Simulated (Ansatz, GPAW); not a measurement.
**The equilibrium volume of W, sorted by core time**

**What was measured.** The equilibrium volume of W (Tungsten) (Im-3m) is reported as 15.8 Å³/atom (arxiv:2311.02034). The runs below try to reproduce it.

```xyz
1
Lattice="-1.5823 1.5823 1.5823 1.5823 -1.5823 1.5823 1.5823 1.5823 -1.5823" Properties=species:S:1:pos:R:3 pbc="T T T"
W     0.0000    0.0000    0.0000
```

```csv
rung,level,program and potentials,cutoff (eV),k mesh,smearing,task,core time,chip,equilibrium volume (Å³/atom),miss,notes
LDA,LDA,"Ansatz, Ansatz PAW",420,12 × 12 × 12,fermi-dirac 0.05,relaxation of cell and atoms,4.2 s,Arm Neoverse V2,15.40,-2.5 %,"potentials made for PBE, which Ansatz adapts in part"
GGA,revPBE,"Ansatz, Ansatz PAW",420,12 × 12 × 12,fermi-dirac 0.05,relaxation of cell and atoms,4.5 s,Arm Neoverse V2,16.29,+3.1 %,"potentials made for PBE, which Ansatz adapts in part"
GGA,BLYP,"Ansatz, Ansatz PAW",420,12 × 12 × 12,fermi-dirac 0.05,relaxation of cell and atoms,4.6 s,Arm Neoverse V2,16.68,+5.6 %,"potentials made for PBE, which Ansatz adapts in part"
GGA,PBE,"Ansatz, Ansatz PAW",420,12 × 12 × 12,fermi-dirac 0.05,equation of state,5.9 s,Arm Neoverse V2,16.15,+2.2 %,-
GGA + dispersion,PBEsol+D4,"Ansatz, Ansatz PAW",420,12 × 12 × 12,fermi-dirac 0.05,relaxation of cell and atoms,6.7 s,Arm Neoverse V1,15.50,-1.9 %,"potentials made for PBE, which Ansatz adapts in part"
GGA + dispersion,PBEsol+D3(BJ)+ATM,"Ansatz, Ansatz PAW",420,12 × 12 × 12,fermi-dirac 0.05,relaxation of cell and atoms,6.8 s,Arm Neoverse V1,15.40,-2.5 %,"potentials made for PBE, which Ansatz adapts in part"
meta-GGA + dispersion,r2SCAN+D4,"Ansatz, Ansatz PAW",500,12 × 12 × 12,fermi-dirac 0.05,relaxation of cell and atoms,11 s,Arm Neoverse V1,15.83,+0.2 %,"potentials made for PBE, which Ansatz adapts in part"
meta-GGA,r2SCAN,"Ansatz, Ansatz PAW",500,12 × 12 × 12,fermi-dirac 0.05,equation of state,13 s,Arm Neoverse V2,15.92,+0.8 %,"potentials made for PBE, which Ansatz adapts in part"
GGA,PBEsol,"Ansatz, all-electron LAPW, scalar-relativistic",-,12 × 12 × 12,fermi-dirac 0.05,relaxation of cell and atoms,31 s,Arm Neoverse V1,15.70,-0.6 %,-
GGA,revPBE,"GPAW, the program's PAW data sets (release 1.2.1) made for this functional",600,10 × 10 × 10,fermi-dirac 0.05,equation of state,46 s,Arm Neoverse V1,16.28,+3.0 %,-
```

Times are single runs on shared hosts and different chips, so they are rough; meshes, cutoffs and the tasks' sizes weigh on the time. All rows: no spin polarisation. Smearing widths are in eV. For a metal such meshes aren't converged. Meshes differ between rows, which moves values too. Meshes are those of the run's cell of 1 atom unless a note names another. Relaxations start from the cell shown or near it and stop with a little pressure left. Misses use the values as printed. Runs on faulty files, with rough fits or with known faults for this quantity aren't shown. No row holds spin-orbit coupling.

By rung: LDA 15.40; GGA 15.70 to 16.68; GGA + dispersion 15.40 to 15.50; meta-GGA + dispersion 15.83; meta-GGA 15.92 (Å³/atom). Measured: 15.8 Å³/atom (arxiv:2311.02034). Closest is r2SCAN+D4 (+0.2 %), and PBE misses by +2.2 % on plain settings. The runs are for a static lattice, while measurements hold temperature and zero-point motion.
